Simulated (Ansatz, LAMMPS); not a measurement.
# Relaxing a frame of liquid Al2O3 from 2500 K (95 atoms)

Wanted: the relaxed structure of a frame of liquid Al2O3 from 2500 K (95 atoms) and its electronic structure.

Program: Ansatz 0.2.0. Level of theory: Kohn-Sham DFT, PBE, PAW (set soft_2), plane waves. Results are calculated unless marked as measured.

This is a report of a sequence of runs, with most program output left out.

### 1. Starting point

The cell holds 95 atoms: 38 Al and 57 O. Its edges and angles: a = 10.461 Å, b = 10.461 Å, c = 10.461 Å, α = 90.0°, β = 90.0°, γ = 90.0°. 95 atoms (38 Al, 57 O) placed at random at 2.81 g/cm³, melted at 4500 K for 20 ps at fixed volume with the Morse and Coulomb pair potential with partial charges (Pedone, Malavasi, Menziani, Cormack and Segre, J. Phys. Chem. B 110, 11780 (2006)). Snapshot at the end of a hold of 20 ps at 2500 K and fixed volume.

Before any run, some limits are plain. The network of bonds at the start is that of the classical potential that made the cell. The Brillouin zone is sampled at Γ only, in a cell whose shortest periodic width is 10 Å.

### 2. Making the structure

A classical potential supplies the starting structure, since it reaches far longer times than DFT.

This step: classical MD, Morse and Coulomb pair potential with partial charges (Pedone, Malavasi, Menziani, Cormack and Segre, J. Phys. Chem. B 110, 11780 (2006)) (LAMMPS 22 Jul 2025 - Update 4).

Input file in.lmp:

```
# melt-quench of Al38O57
units metal
atom_style charge
boundary p p p
region box block 0 10.4611 0 10.4611 0 10.4611
create_box 2 box
mass 1 26.9815   # Al
mass 2 15.9990   # O
create_atoms 1 random 38 651279 NULL overlap 1.5 maxtry 2000
create_atoms 2 random 57 651286 NULL overlap 1.5 maxtry 2000
pair_style hybrid/overlay pedone 5.5 coul/long 8.0
pair_coeff * * coul/long
pair_coeff 1 2 pedone 0.361581 1.900442 2.164818 0.9   # Al-O
pair_coeff 2 2 pedone 0.042395 1.379316 3.618701 22   # O-O
set type 1 charge 1.8
set type 2 charge -1.2
kspace_style pppm 1.0e-4
neigh_modify delay 0 every 1 check yes
thermo_style custom step time temp pe press density
thermo_modify norm yes
timestep 0.002
thermo 100
min_style cg
minimize 1e-4 1e-4 200 2000
reset_timestep 0
velocity all create 4500 651280 mom yes dist gaussian
fix lim all nve/limit 0.05
fix lan all langevin 4500 4500 0.2 651281 zero yes
thermo 500
run 1000 post no
unfix lim
unfix lan
thermo 1666
fix md all nvt temp 4500 4500 0.2
run 10000 post no
unfix md
thermo 1666
fix md all nvt temp 4500 2500 0.2
run 5000 post no
unfix md
compute msd all msd com yes
thermo 2500
fix md all nvt temp 2500 2500 0.2
run 10000 post no
print "== T2500: mean square displacement over the hold $(c_msd[4]:%.2f) A^2"
unfix md
uncompute msd
write_dump all custom T2500.dump id type xs ys zs modify sort id
```

Run with:

```bash
lmp -in in.lmp -log none -nocite
```

Elapsed: 13 s, on 1 thread of Arm Neoverse V1, shared host; peak memory 0.071 GiB.

### 3. Single point at the start

The forces at the start show how far the geometry lies from a minimum of this functional.

Input file input.yaml:

```yaml
crystal:
  lattice:
    - [10.4611, 0.0, 0.0]
    - [0.0, 10.4611, 0.0]
    - [0.0, 0.0, 10.4611]
  atoms:
    - { symbol: Al, position: [0.87532, 0.01949, 0.36457] }
    - { symbol: Al, position: [0.64019, 0.807, 0.58795] }
    - { symbol: Al, position: [0.52206, 0.54715, 0.49682] }
    - { symbol: Al, position: [0.03395, 0.3073, 0.32816] }
    - { symbol: Al, position: [0.43102, 0.80388, 0.41156] }
    - { symbol: Al, position: [0.80294, 0.0117, 0.69281] }
    - { symbol: Al, position: [0.09131, 0.50111, 0.60307] }
    - { symbol: Al, position: [0.02628, 0.61172, 0.29764] }
    - { symbol: Al, position: [0.96377, 0.11417, 0.83919] }
    - { symbol: Al, position: [0.56193, 0.44666, 0.75629] }
    - { symbol: Al, position: [0.07314, 0.22329, 0.58461] }
    - { symbol: Al, position: [0.63549, 0.97069, 0.87413] }
    - { symbol: Al, position: [0.11305, 0.90508, 0.44798] }
    - { symbol: Al, position: [0.48008, 0.04429, 0.65557] }
    - { symbol: Al, position: [0.50582, 0.23892, 0.97068] }
    - { symbol: Al, position: [0.15694, 0.87196, 0.95729] }
    - { symbol: Al, position: [0.60593, 0.33559, 0.42377] }
    - { symbol: Al, position: [0.87336, 0.5384, 0.82453] }
    - { symbol: Al, position: [0.8435, 0.34319, 0.62936] }
    - { symbol: Al, position: [0.7827, 0.14899, 0.06662] }
    - { symbol: Al, position: [0.7479, 0.65998, 0.29796] }
    - { symbol: Al, position: [0.39201, 0.29736, 0.25772] }
    - { symbol: Al, position: [0.90862, 0.73094, 0.59442] }
    - { symbol: Al, position: [0.28747, 0.54153, 0.39381] }
    - { symbol: Al, position: [0.39972, 0.81395, 0.79737] }
    - { symbol: Al, position: [0.33596, 0.60301, 0.65078] }
    - { symbol: Al, position: [0.32618, 0.03732, 0.13944] }
    - { symbol: Al, position: [0.24523, 0.12773, 0.8673] }
    - { symbol: Al, position: [0.64938, 0.41262, 0.16256] }
    - { symbol: Al, position: [0.92895, 0.33834, 0.09541] }
    - { symbol: Al, position: [0.04065, 0.01007, 0.18646] }
    - { symbol: Al, position: [0.24861, 0.39483, 0.84943] }
    - { symbol: Al, position: [0.55251, 0.04192, 0.36839] }
    - { symbol: Al, position: [0.92782, 0.65834, 0.05007] }
    - { symbol: Al, position: [0.28115, 0.13871, 0.4401] }
    - { symbol: Al, position: [0.51034, 0.78941, 0.13263] }
    - { symbol: Al, position: [0.62873, 0.67267, 0.94422] }
    - { symbol: Al, position: [0.29865, 0.53843, 0.13232] }
    - { symbol: O, position: [0.18649, 0.95401, 0.10494] }
    - { symbol: O, position: [0.17747, 0.26228, 0.81083] }
    - { symbol: O, position: [0.03961, 0.78388, 0.00892] }
    - { symbol: O, position: [0.56609, 0.19248, 0.35292] }
    - { symbol: O, position: [0.52546, 0.60079, 0.85636] }
    - { symbol: O, position: [0.03716, 0.97379, 0.34902] }
    - { symbol: O, position: [0.38018, 0.07923, 0.78517] }
    - { symbol: O, position: [0.35251, 0.16123, 0.9988] }
    - { symbol: O, position: [0.16925, 0.63066, 0.26024] }
    - { symbol: O, position: [0.66362, 0.54373, 0.07805] }
    - { symbol: O, position: [0.16862, 0.30072, 0.46643] }
    - { symbol: O, position: [0.15193, 0.07741, 0.56162] }
    - { symbol: O, position: [0.70973, 0.38162, 0.52126] }
    - { symbol: O, position: [0.74874, 0.01692, 0.43816] }
    - { symbol: O, position: [0.50603, 0.89535, 0.52679] }
    - { symbol: O, position: [0.97396, 0.49378, 0.97651] }
    - { symbol: O, position: [0.52406, 0.32126, 0.84528] }
    - { symbol: O, position: [0.46824, 0.9409, 0.23816] }
    - { symbol: O, position: [0.31008, 0.84834, 0.91234] }
    - { symbol: O, position: [0.60826, 0.1157, 0.98097] }
    - { symbol: O, position: [0.42431, 0.13752, 0.52816] }
    - { symbol: O, position: [0.85768, 0.02921, 0.19194] }
    - { symbol: O, position: [0.43337, 0.64288, 0.11763] }
    - { symbol: O, position: [0.63654, 0.6575, 0.57795] }
    - { symbol: O, position: [0.79831, 0.38644, 0.76664] }
    - { symbol: O, position: [0.03022, 0.83035, 0.54698] }
    - { symbol: O, position: [0.2711, 0.44723, 0.0064] }
    - { symbol: O, position: [0.65066, 0.05219, 0.69224] }
    - { symbol: O, position: [0.76087, 0.30071, 0.14596] }
    - { symbol: O, position: [0.94594, 0.2202, 0.41663] }
    - { symbol: O, position: [0.80078, 0.65663, 0.91491] }
    - { symbol: O, position: [0.46119, 0.40241, 0.41792] }
    - { symbol: O, position: [0.0064, 0.36692, 0.61534] }
    - { symbol: O, position: [0.28285, 0.42649, 0.25943] }
    - { symbol: O, position: [0.931, 0.22561, 0.97313] }
    - { symbol: O, position: [0.28992, 0.91677, 0.41069] }
    - { symbol: O, position: [0.04574, 0.18538, 0.20618] }
    - { symbol: O, position: [0.02601, 0.54332, 0.45412] }
    - { symbol: O, position: [0.78937, 0.83056, 0.65639] }
    - { symbol: O, position: [0.50364, 0.32937, 0.1564] }
    [... 11 atom lines left out ...]
    - { symbol: O, position: [0.32196, 0.14143, 0.27007] }
    - { symbol: O, position: [0.39796, 0.64205, 0.41904] }
    - { symbol: O, position: [0.81574, 0.00276, 0.87557] }
    - { symbol: O, position: [0.98279, 0.41908, 0.22506] }
    - { symbol: O, position: [0.59438, 0.75326, 0.28752] }
    - { symbol: O, position: [0.22328, 0.55023, 0.78387] }
kpoints:
  mp_grid: { grid: [1, 1, 1] }
hamiltonian:
  xc: pbe
scf:
  occupations: { method: fermi_dirac, width: 0.215 }
output:
  forces: true
  stress: true
  populations: intrinsic
  dos:
    method: { smearing: { sigma: 0.15 } }
    de: 0.1
    projected: { site_lists: { Al: [Al], O: [O] } }
  eigenvalues: true
```

Run with:

```bash
ansatz run input.yaml --threads 4 --pin off --max-ram 8192MiB --backend cpu --events-out ev --progress --plain --runs-dir out
```

Elapsed: 21 s, on 4 threads of Arm Neoverse V1, shared host; peak memory 1.3 GiB.

Read from the output:

| Quantity | Value |
| --- | --- |
| free energy | -52852.6555 eV |
| free energy per atom | -556.3437 eV/atom |
| SCF cycles | 11 |
| pressure | 6.817 GPa |
| r.m.s. force component | 2.549 eV/Å |
| longest force | 12.77 eV/Å |
| Fermi energy | 5.952 eV |
| levels partly filled by over 2 per cent | 3 |

The r.m.s. force component of 2.5 eV/Å and the pressure of 6.8 GPa set the starting point.

Neighbours are counted within 2.49 Å (O-Al).

Length of the force by element and coordination:

| element | coordination | atoms | mean length of the force (eV/Å) | spread | least | most |
| --- | --- | --- | --- | --- | --- | --- |
| Al | all | 38 | 4.21 | 2.28 | 0.120 | 12.8 |
| Al | 3 | 3 | 4.92 | 1.24 | 3.45 | 6.49 |
| Al | 4 | 25 | 4.46 | 2.37 | 1.33 | 12.8 |
| Al | 5 | 10 | 3.39 | 2.06 | 0.120 | 8.10 |
| O | all | 57 | 3.59 | 2.08 | 0.517 | 9.94 |
| O | 2 | 17 | 4.20 | 2.10 | 0.796 | 8.08 |
| O | 3 | 35 | 3.29 | 2.06 | 0.517 | 9.94 |
| O | 4 | 5 | 3.64 | 1.60 | 2.15 | 6.47 |

### 4. Cell and atoms relaxed

The cell is relaxed with the atoms, since the starting lattice needn't suit this functional.

input.yaml, the sections that differ from step 3:

```yaml
output:
  forces: true
relax:
  f_tol: 0.03
  max_steps: 200
  cell: {}
# crystal, kpoints, hamiltonian, scf: as in step 3
```

Wall time 5.7 min (4 threads); peak memory 1.3 GiB.

Step by step (22 of 33):

| step | energy less that of the first step (eV) | largest force component (eV/Å) | pressure (GPa) | volume (Å³) |
| --- | --- | --- | --- | --- |
| 1 | 0.0000 | 10.9889 | 6.82 | 1144.81 |
| 3 | -28.6762 | 1.7418 | 0.84 | 1136.90 |
| 4 | -31.9006 | 1.0321 | 0.36 | 1134.32 |
| 6 | -34.6276 | 0.7251 | -0.51 | 1135.45 |
| 7 | -35.5843 | 0.4765 | -0.30 | 1133.02 |
| 9 | -37.1460 | 0.8789 | 0.23 | 1123.99 |
| 10 | -37.7945 | 0.7717 | 0.25 | 1122.12 |
| 12 | -38.8481 | 0.4700 | 0.06 | 1119.11 |
| 13 | -39.1619 | 0.3372 | 0.00 | 1117.53 |
| 15 | -39.7367 | 0.1531 | -0.06 | 1112.00 |
| 16 | -39.8412 | 0.1779 | 0.05 | 1113.26 |
| 18 | -40.1009 | 0.4124 | -0.05 | 1116.91 |
| 19 | -39.7262 | 0.9955 | 0.56 | 1111.24 |
| 21 | -40.2156 | 0.3721 | 0.00 | 1115.56 |
| 22 | -40.3177 | 0.1003 | 0.02 | 1116.64 |
| 24 | -40.3615 | 0.1058 | -0.01 | 1121.36 |
| 25 | -40.3620 | 0.1982 | 0.00 | 1120.75 |
| 27 | -40.3697 | 0.0087 | 0.00 | 1120.51 |
| 28* | -40.5522 | 0.0092 | 0.17 | 1120.51 |
| 30 | -40.5818 | 0.0232 | 0.01 | 1122.28 |
| 31* | -40.5875 | 0.0230 | 0.03 | 1122.28 |
| 33* | -40.5907 | 0.0062 | 0.01 | 1122.63 |

Relaxation steps marked * repeat the geometry before them on a plane-wave basis chosen anew for their cell, so energy and pressure can jump there. Other such steps can lie between the rows shown. Relaxation steps 19, 25 were tried and not accepted.

| cell as run | before | after | change |
| --- | --- | --- | --- |
| a (Å) | 10.461 | 10.276 | -1.8 % |
| b (Å) | 10.461 | 10.493 | +0.3 % |
| c (Å) | 10.461 | 10.520 | +0.6 % |
| α (°) | 90.00 | 97.63 | +8.5 % |
| β (°) | 90.00 | 91.10 | +1.2 % |
| γ (°) | 90.00 | 86.97 | -3.4 % |
| volume (Å³/atom) | 12.05 | 11.82 | -1.9 % |

The atoms that moved most (Å, as changes of fractional coordinates times the final cell):

| atom | dx | dy | dz | length |
| --- | --- | --- | --- | --- |
| O86 | -0.527 | -0.369 | 1.861 | 1.969 |
| O61 | -0.487 | 0.825 | 1.124 | 1.477 |
| O40 | -0.321 | 0.205 | 1.320 | 1.374 |
| Al25 | 0.628 | -0.473 | 1.071 | 1.329 |
| Al32 | -0.933 | 0.558 | 0.676 | 1.280 |
| Al6 | -0.455 | 0.034 | -1.162 | 1.249 |
| O42 | 1.034 | 0.075 | -0.600 | 1.198 |
| O57 | 0.618 | 0.552 | 0.734 | 1.107 |

The relaxation changed the energy by -427 meV/atom, and atoms moved by 0.67 Å r.m.s., 2.0 Å at most.

### 5. Structure statistics after relaxation

Bonds before and after, by the cutoffs listed below:

| pair | bonds before | bonds after | mean before (Å) | mean after (Å) | spread before (Å) | spread after (Å) |
| --- | --- | --- | --- | --- | --- | --- |
| O-Al | 151 | 165 | 1.829 | 1.831 | 0.180 | 0.084 |

Density 2.87 g/cm³, 11.82 Å³ an atom.

Pair distribution functions g(r), in bins of 0.1 Å:

| r (Å) | total | O-O | O-Al | Al-Al |
| --- | --- | --- | --- | --- |
| 1.55 | 0.00 | 0.00 | 0.00 | 0.00 |
| 1.65 | 0.07 | 0.00 | 0.15 | 0.00 |
| 1.75 | 3.91 | 0.00 | 8.15 | 0.00 |
| 1.85 | 4.35 | 0.00 | 9.05 | 0.00 |
| 1.95 | 1.15 | 0.00 | 2.39 | 0.00 |
| 2.05 | 0.24 | 0.00 | 0.49 | 0.00 |
| 2.15 | 0.04 | 0.00 | 0.09 | 0.00 |
| 2.25 | 0.04 | 0.00 | 0.08 | 0.00 |
| 2.35 | 0.11 | 0.30 | 0.00 | 0.00 |
| 2.45 | 0.50 | 1.19 | 0.14 | 0.00 |
| 2.55 | 0.31 | 0.77 | 0.00 | 0.19 |
| 2.65 | 0.90 | 1.88 | 0.06 | 1.24 |
| 2.75 | 1.07 | 2.26 | 0.16 | 1.15 |
| 2.85 | 1.50 | 3.03 | 0.25 | 1.83 |
| 2.95 | 1.52 | 3.04 | 0.28 | 1.85 |
| 3.05 | 1.47 | 2.53 | 0.53 | 1.87 |
| 3.15 | 1.20 | 0.89 | 0.62 | 3.62 |
| 3.25 | 1.20 | 1.31 | 0.74 | 2.34 |
| 3.35 | 1.06 | 0.93 | 0.96 | 1.66 |
| 3.45 | 0.83 | 0.65 | 0.80 | 1.36 |
| 3.55 | 0.85 | 0.65 | 1.15 | 0.39 |
| 3.65 | 0.85 | 0.74 | 1.05 | 0.46 |
| 3.75 | 0.76 | 0.43 | 1.11 | 0.44 |
| 3.85 | 0.76 | 0.37 | 1.20 | 0.33 |
| 3.95 | 0.95 | 0.42 | 1.46 | 0.64 |
| 4.05 | 1.04 | 0.70 | 1.43 | 0.60 |
| 4.15 | 1.10 | 0.41 | 1.68 | 0.94 |
| 4.25 | 1.05 | 0.73 | 1.46 | 0.55 |
| 4.35 | 1.20 | 0.67 | 1.76 | 0.72 |
| 4.45 | 1.06 | 0.78 | 1.44 | 0.56 |
| 4.55 | 1.18 | 0.90 | 1.42 | 1.08 |
| 4.65 | 1.12 | 1.25 | 1.09 | 0.91 |
| 4.75 | 1.21 | 1.07 | 1.26 | 1.37 |
| 4.85 | 0.81 | 1.03 | 0.58 | 1.00 |
| 4.95 | 0.92 | 1.32 | 0.57 | 1.06 |
| 5.05 | 0.95 | 1.32 | 0.71 | 0.83 |

Bonds by pair of elements; cutoffs follow the first minimum of g(r), held within bounds set by covalent radii, and pairs that aren't listed don't count as bonded:

| pair A-B | cutoff (Å) | bonds | mean length (Å) | spread (Å) | shortest (Å) | B about A | A about B |
| --- | --- | --- | --- | --- | --- | --- | --- |
| O-Al | 2.33 | 165 | 1.83 | 0.084 | 1.70 | 2.90 | 4.34 |

How many atoms have how many bonded neighbours:

| element | mean | 2 | 3 | 4 | 5 |
| --- | --- | --- | --- | --- | --- |
| Al | 4.34 | 0 | 0 | 25 | 13 |
| O | 2.90 | 8 | 47 | 2 | 0 |

Bond angles, per cent of each kind in bins of 5°:

| angle (°) | O-Al-O | Al-O-Al |
| --- | --- | --- |
| 70–75 | 0.4 | 0.0 |
| 75–80 | 5.4 | 0.0 |
| 80–85 | 5.4 | 0.6 |
| 85–90 | 7.1 | 3.7 |
| 90–95 | 7.9 | 11.8 |
| 95–100 | 12.1 | 7.4 |
| 100–105 | 7.5 | 5.6 |
| 105–110 | 15.0 | 6.2 |
| 110–115 | 11.1 | 13.7 |
| 115–120 | 9.6 | 9.3 |
| 120–125 | 4.6 | 11.2 |
| 125–130 | 2.1 | 8.1 |
| 130–135 | 2.5 | 8.7 |
| 135–140 | 1.1 | 3.1 |
| 140–145 | 0.7 | 3.7 |
| 145–150 | 2.1 | 3.7 |
| 150–155 | 1.4 | 0.6 |
| 155–160 | 0.7 | 0.0 |
| 160–165 | 1.1 | 1.2 |
| 165–170 | 1.1 | 0.6 |
| 170–175 | 0.4 | 0.6 |
| 175–180 | 0.7 | 0.0 |

Bond angles (no mean is given where the spread exceeds 20°):

| angle | count | mean (°) | spread (°) |
| --- | --- | --- | --- |
| O-Al-O | 280 | - | - |
| Al-O-Al | 161 | 116 | 18.2 |

Oxygen atoms by the number of network formers (Si, P, Ge, B, Al, As, Ga) bound to them:

| network formers bound to O | O atoms | per cent |
| --- | --- | --- |
| 0 | 0 | 0 |
| 1 | 0 | 0 |
| 2 | 8 | 14 |
| 3 | 47 | 82.5 |
| 4 | 2 | 3.5 |

Network units: each former by its oxygen neighbours and how many of them bridge to another former:

| former | O neighbours | bridging O | atoms |
| --- | --- | --- | --- |
| Al | 4 | 4 | 25 |
| Al | 5 | 5 | 13 |

Bond length by coordination (bonds to H left out):

| element | coordination | atoms | mean bond length (Å) |
| --- | --- | --- | --- |
| Al | 4 | 25 | 1.79 |
| Al | 5 | 13 | 1.89 |
| O | 2 | 8 | 1.72 |
| O | 3 | 47 | 1.83 |
| O | 4 | 2 | 1.99 |

Rings of the network by King's shortest-path rule, up to 12 atoms, one path for each pair of neighbours; H, halogens, alkali and alkaline-earth atoms are left out, and the last column divides by all other atoms, bonded or not:

| ring size (atoms) | rings | per network atom |
| --- | --- | --- |
| 4 | 22 | 0.232 |
| 6 | 44 | 0.463 |
| 8 | 70 | 0.737 |
| 10 | 31 | 0.326 |
| 12 | 4 | 0.042 |

For some of the pairs, g(r) has its first main peak near 1.8 Å (O-Al). With the cutoffs above, 66 % of Al atoms have 4 and 82 % of O atoms have 3 bonded neighbours. 14 % of the oxygens bridge two formers (Al) and 0 % are non-bridging; 82 % join three; 4 % join four. The commonest Al unit has 4 oxygens, 4 of them shared with other formers (25 of 38 atoms). Bonds at O atoms with 2 neighbours average 1.72 Å, against 1.83 Å at those with 3. Rings of 8 atoms are the most common (41 % of those counted); sizes run from 4 to 12, where the search stops.

(Continued in part 2 of 2.)

[Logs are printed without paths, hosts, clocks, repeated set-up lines and the standing remarks that a program may print on its own settings, such as how far it seeks lower states.]

[Hosts, paths, dates, database ids (printed as entryN), source tags and the programs' standing remarks are cut or masked in the printed files.]
